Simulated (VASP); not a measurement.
Here is a VASP 6.6.1 calculation.

File POSCAR:

```
CaS
1.0
    0.0000000000      2.8250850000      2.8250850000
    2.8250850000      0.0000000000      2.8250850000
    2.8250850000      2.8250850000      0.0000000000
Ca S
1 1
Direct
    0.0000000000      0.0000000000      0.0000000000
    0.5000000000      0.5000000000      0.5000000000
```

File INCAR.step1:

```
  ALGO = Normal
  EDIFF = 1E-4
  ENCUT = 600
  GGA = PE
  ISMEAR = -1
  LASPH = T
  LCHARG = F
  LREAL = F
  LWAVE = T
  NELM = 80
  PREC = Accurate
  SIGMA = 0.05
```

The input INCAR.step2:

```
  ALGO = Normal
  EDIFF = 1E-6
  EDIFFG = -0.01
  ENCUT = 600
  IBRION = 2
  ISIF = 3
  ISMEAR = -1
  ISTART = 1
  LASPH = T
  LCHARG = F
  LMIXTAU = T
  LREAL = F
  LWAVE = F
  METAGGA = R2SCAN
  NELM = 80
  NSW = 100
  PREC = Accurate
  SIGMA = 0.05
```

KPOINTS

```
k-points
0
Gamma
  8 8 8
```

Potentials or basis: VASP PAW PBE potentials, release 64 (Ca_sv, S).

Command:

```bash
$ cat potpaw_PBE.64/Ca_sv/POTCAR potpaw_PBE.64/S/POTCAR > POTCAR
$ cp INCAR.step1 INCAR
$ mpirun -np 1 vasp_std > vasp.out
$ cp INCAR.step2 INCAR
$ mpirun -np 1 vasp_std > vasp.out
```

What does it give for the space group after relaxing (to 0.05 Å)?

Fm-3m (No. 225).

Predict the band gap on the k mesh.

2.82 eV, indirect (least direct gap 3.64 eV).

Predict the relaxed cell.

a = 4.034 Å, b = 4.034 Å, c = 4.034 Å, α = 60.00°, β = 60.00°, γ = 60.00°.

Estimate the relaxed volume.

23.22 Å³/atom.

The path:
```
step  energy change (eV)  largest force (eV/Å)  pressure (GPa)  volume (Å³)
   1              0.0000                0.0000            1.90        45.09
   2             -0.0070                0.0000           -0.56        46.86
   3             -0.0078                0.0000            0.00        46.43
```

Caveat: the PAW data sets were made with another functional, which shifts forces and pressure a little. A k mesh can miss the band edges.
